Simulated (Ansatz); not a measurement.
Consider the atomization: `C1CCNC1` → 4 C• + 9 H• + N•.

Calculated with Ansatz (gas phase, PBE0-D4/def2-TZVP geometries, no zero-point term in ΔE). CCSD(T)/CBS adds triple-zeta CCSD(T) − MP2 to the extrapolated MP2 energy (def2 sets, frozen cores). This one scheme is used for every species, atoms too. DFT in def2-TZVPP. B3LYP here is the variant with VWN-RPA as its local correlation; programs differ in this. No spin–orbit coupling; open shells (•) take unrestricted orbitals. Spin–orbit coupling would lower the free atoms: a little for C.

```tsv
level	ΔE (kcal/mol)	difference from CCSD(T)/CBS
B97M-V	1331.3	1.1
B3LYP-D4	1333.1	2.9
r2SCAN0-D4	1318.1	-12.1
PBE	1356.6	26.4
r2SCANh	1324.4	-5.8
r2SCAN0	1316.3	-13.9
HF/def2-SVP	992.1	-338.1
MP2/def2-TZVPP	1314.6	-15.6
MP2/def2-QZVPP	1332.9	2.7
HF/CBS(def2)	977.5	-352.7
CCSD(T)/CBS	1330.2	0
```

Largest T1 diagnostic among the species: 0.009.

From r2SCAN to r2SCAN0 (25 % exact exchange), in def2-TZVPP and without D4, ΔE moves by −13.7 kcal/mol: exact exchange takes away binding that semilocal exchange gives to molecules. The D4 term adds +10.0 kcal/mol with B3LYP and +5.2 kcal/mol with PBE0; it sums over pairs of atoms, weighted by their polarisabilities, and B3LYP, whose exchange is more repulsive, gets the larger term. At CCSD(T), def2-SVP lies −56.3 kcal/mol from the extrapolated value and def2-TZVPP −31.0 kcal/mol: correlation converges slowly with the basis, and small sets miss more of it in the bonded molecule than in its fragments.

For atomizations the MP2-based limit and the directly extrapolated one differ by several kJ/mol either way, and by 10 to 25 for some Ge, Se and Sn compounds, so smaller differences from it don't rank the levels.
